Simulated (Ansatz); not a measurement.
Input of an Ansatz 0.2.0 run:

Contents of input.yaml:

```yaml
crystal:
  lattice:
    - [0.0, 2.9305, 2.9305]
    - [2.9305, 0.0, 2.9305]
    - [2.9305, 2.9305, 0.0]
  atoms:
    - { symbol: In, position: [0.0, 0.0, 0.0] }
    - { symbol: P, position: [0.75, 0.75, 0.75] }
kpoints:
  mp_grid: { grid: [8, 8, 8] }
scf:
  occupations: { method: fermi_dirac, width: 0.05 }
hamiltonian:
  xc: revpbe
  dispersion: d4
  pseudopotentials: { kind: all_electron, lapw: { basis_error: 0.001 } }
output:
  forces: true
  stress: true
relax:
  f_tol: 0.01
  max_steps: 60
  cell: {}
```

Potentials or basis: all-electron LAPW, scalar-relativistic.

Launch:

```sh
$ ansatz run input.yaml --threads 1 --pin off --max-ram 3072MiB --backend cpu --events-out ev --progress --plain --runs-dir out
```

**Question.** What does it give for the band gap on the k mesh?

**Answer.** 0.75 eV.

**Question.** What does it give for the space group after relaxing (to 0.05 Å)?

**Answer.** F-43m (No. 216).

**Question.** Predict the relaxed volume.

**Answer.** 25.45 Å³/atom.

Final structure:
```
In P
1.0
     0.00000    2.94136    2.94136
     2.94136    0.00000    2.94136
     2.94136    2.94136    0.00000
In P
1 1
Cartesian
  0.0000 0.0000 0.0000
  4.4120 4.4120 4.4120
```

Caveat: spin-orbit coupling is left out, which moves the levels of the heavy elements. A k mesh can miss the band edges.
